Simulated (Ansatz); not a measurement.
Ni:

```xyz
1
Lattice="-1.3837 1.3837 1.3837 1.3837 -1.3837 1.3837 1.3837 1.3837 -1.3837" Properties=species:S:1:pos:R:3 pbc="T T T"
Ni    0.0000    0.0000    0.0000
```

This isn't the form of Ni at room conditions, which is fcc.

Program: Ansatz 0.2.0. Alike in all runs: task band structure; potentials or basis Ansatz PAW; spin collinear, ferromagnetic start; cell as given; k mesh 8 × 8 × 8; smearing fermi-dirac 0.05 eV; the mesh is coarse, so values aren't converged.

Task: Order these runs on this cell by their pressure, lowest first.
A. level r2SCAN; cutoff (eV) 500
B. level PBEsol; cutoff (eV) 420
C. level LDA; cutoff (eV) 420

Result: C (-10.1 GPa), B (-2.3 GPa), A (-0.3 GPa).

Caveats: all runs use coarse meshes; the PAW data sets come from PBE, with cores solved anew for the run's functional, which leaves a small shift of forces and pressure; the magnetic or orbital state may not be the lowest (some runs).
